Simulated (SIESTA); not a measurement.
CuAu in SIESTA: the effect of functional

Crystal: CuAu.

```
CELL_PARAMETERS angstrom
2.81075 0.00000 0.00000
0.00000 2.81075 0.00000
0.00000 0.00000 3.68500
ATOMIC_POSITIONS crystal
Au 0.00000 0.00000 0.00000
Cu 0.50000 0.50000 0.50000
```

Alike in all runs:

* Program: SIESTA 5.4.2
* Task: single point
* Basis: DZP (energy shift 0.003 Ry; two zetas on semicore shells)
* Grid cutoff: 800 Ry
* Energy shift: 0.003 Ry
* k mesh: 9 × 9 × 7
* Occupations: fermi-dirac, width 0.05 eV
* Spin: no spin polarisation

```csv
functional,potentials or basis,pressure (GPa)
LDA,PseudoDojo 0.4 standard (LDA files),-8.9
PBEsol,PseudoDojo 0.4 standard (PBEsol files),-3.5
AM05,PseudoDojo 0.4 standard (PBEsol files),-4.0
WC,PseudoDojo 0.4 standard (PBEsol files),-2.5
PBE,PseudoDojo 0.4 standard (PBE files),5.0
PW91,PseudoDojo 0.4 standard (PBE files),5.0
revPBE,PseudoDojo 0.4 standard (PBE files),?
RPBE,PseudoDojo 0.4 standard (PBE files),9.7
BLYP,PseudoDojo 0.4 standard (PBE files),13.9
```

Task: What does the run with functional revPBE give?

Result: Pressure 8.4 GPa.

Caveats: short orbitals over semicore shells can move pressures by several GPa; the basis of atomic orbitals isn't converged, which shifts pressures, moduli and gaps; the potentials were made for another functional, which shifts forces and pressure (some runs).
